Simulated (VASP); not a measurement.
## VASP 6.6.1 run: SnTe

INCAR

```
PREC = Accurate
ENCUT = 520
EDIFF = 1E-7
NBANDS = 17
LASPH = .TRUE.
ISIF = 2
SIGMA = 5
LWAVE = .FALSE.
IBRION = -1
LCHARG = .FALSE.
ISMEAR = 1
LREAL = .FALSE.
GGA = PE
NSW = 0
NELM = 96
```

KPOINTS

```
KPOINTS created by Atomic Simulation Environment
0
Gamma
6 6 6
0 0 0
```

POSCAR

```
Sn Te
 1.0000000000000000
     0.0000000000000000    3.5839840091999999    3.4764644889000000
     3.5839840091999999    0.0000000000000000    3.4764644889000000
     3.5839840091999999    3.5839840091999999    0.0000000000000000
 Sn  Te
   1   1
Cartesian
  0.0000000000000000  0.0000000000000000  0.0000000000000000
  1.7919920046000000  1.7919920046000000  1.7382322444500000
```

The recommended PBE PAW datasets give the neutral cell 20 valence electrons.

Command

```
mpirun -np 1 vasp_std
```

OSZICAR

```
N       E                     dE             d eps       ncg     rms          rms(c)
DAV:   1     0.127029763027E+03    0.12703E+03   -0.92665E+03  1021   0.122E+03
DAV:   2     0.628447024211E+01   -0.12075E+03   -0.11791E+03  1069   0.305E+02
DAV:   3    -0.642205464476E+01   -0.12707E+02   -0.12564E+02  1263   0.932E+01
DAV:   4    -0.679592638302E+01   -0.37387E+00   -0.38065E+00  1181   0.174E+01
DAV:   5    -0.680723221619E+01   -0.11306E-01   -0.11947E-01  1465   0.353E+00    0.607E+00
DAV:   6    -0.679709052893E+01    0.10142E-01   -0.22163E-03  1198   0.687E-01    0.376E+00
DAV:   7    -0.679557595289E+01    0.15146E-02   -0.13832E-02  1074   0.617E-01    0.145E-01
DAV:   8    -0.679597487516E+01   -0.39892E-03   -0.30828E-04  1139   0.207E-01    0.934E-02
DAV:   9    -0.679652284248E+01   -0.54797E-03   -0.69284E-04  1071   0.133E-01    0.624E-02
DAV:  10    -0.679651256058E+01    0.10282E-04    0.61264E-05  1250   0.210E-02    0.373E-02
DAV:  11    -0.679652849638E+01   -0.15936E-04   -0.38326E-05  1074   0.375E-02    0.367E-02
DAV:  12    -0.679652689760E+01    0.15988E-05    0.38193E-06  1181   0.110E-02    0.155E-02
DAV:  13    -0.679652688499E+01    0.12609E-07    0.16206E-06  1135   0.245E-03    0.567E-03
DAV:  14    -0.679652717600E+01   -0.29100E-06    0.62375E-07   900   0.212E-03    0.211E-03
DAV:  15    -0.679652714640E+01    0.29598E-07    0.20812E-07   567   0.648E-04
   1 F= -.67965271E+01 E0= -.65092144E+01  d E =-.861938E+00
```

Standard output (part)

```
POSCAR found type information on POSCAR SnTe
 POSCAR found :  2 types and       2 ions
 LDA part: xc-table for (Slater+PW92), standard interpolation
 POSCAR, INCAR and KPOINTS ok, starting setup
 WAVECAR not read
 entering main loop
|     Your highest band is occupied at some k-points! Unless you are          |
|     performing a calculation for an insulator or semiconductor, without     |
|     unoccupied bands, you have included TOO FEW BANDS!! Please increase     |
|     the parameter NBANDS in file INCAR to ensure that the highest band      |
|     is unoccupied at all k-points. It is always recommended to include      |
|     a few unoccupied bands to accelerate the convergence of                 |
|     molecular-dynamics runs (even for insulators or semiconductors),        |
|     since the presence of unoccupied bands improves wavefunction            |
|     prediction and helps to suppress 'band-crossings'.                      |
```

It converged. Results: gap between bands v and c on the k mesh 0.24 eV; least direct gap on the k mesh 0.88 eV; pressure 2.0 GPa. Band v is the last that the valence electrons fill when counted band by band, and c is the next.

Task: Why shouldn't this run be trusted?

Result: Smearing far too wide. On sound settings PBE gives a gap of 0.02 eV on its mesh and a pressure of 1.4 GPa for the intended cell. This run's energy (σ→0) differs from it by 268 meV an atom.
